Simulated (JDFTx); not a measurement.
Runs of JDFTx 1.7.0 (patched build) on Cu. It takes space group Fm-3m (No. 225, cubic). Conventional cell: a = 3.615 Å, b = 3.615 Å, c = 3.615 Å, α = 90.00°, β = 90.00°, γ = 90.00°. Around Cu (site symmetry m-3m) lie 12 Cu at 2.56 Å. 

```csv
task,level,potentials or basis,cell,k mesh,cutoff (eV),further solve for the empty bands,mesh quality,gap on the mesh (eV),pressure (GPa),V0 of scaled cells (Å³/atom),relaxed volume (Å³/atom),B0 (GPa)
equation of state,RPBE,PseudoDojo-SR-PBE-0.5-standard with smoothed tails,as given,13 × 13 × 13,1252,-,not flagged,-,-,12.41,-,131
equation of state,PBEsol,PseudoDojo-SR-PBEsol-0.4.1-standard with smoothed tails,as given,13 × 13 × 13,1252,-,not flagged,-,-,(a),-,(c)
relaxation of cell and atoms,PBEsol,SG15-PBE-1.2 with smoothed tails,relaxed,6 × 6 × 6,1361,no,coarse,none,0.0,-,11.37,-
equation of state,r2SCAN,SG15-PBE-1.2 with smoothed tails,as given,13 × 13 × 13,1361,-,not flagged,-,-,11.50,-,157
relaxation of cell and atoms,BLYP,SG15-PBE-1.2 with smoothed tails,relaxed,6 × 6 × 6,1361,no,coarse,none,0.0,-,12.72,-
relaxation of cell and atoms,RPBE,SG15-PBE-1.2 with smoothed tails,relaxed,6 × 6 × 6,1361,no,coarse,none,0.0,-,12.61,-
relaxation of cell and atoms,TPSS,SG15-PBE-1.2 with smoothed tails,relaxed,6 × 6 × 6,1361,no,coarse,none,0.0,-,(b),-
```

Alike in all rows: no spin polarisation; smearing fermi-dirac 0.05 eV.

Q: Estimate the missing entries.

A: (a) 11.29; (b) 11.61; (c) 172.

Caveats: some runs use coarse meshes; the potentials were made for another functional, which shifts forces and pressure (some runs); the plane waves are those of the starting cell, so after so large a change of volume the result is rough (some runs).

A gap of «none» marks a metal or a gap under the smearing width.

Runs at the PBE level aren't shown here.
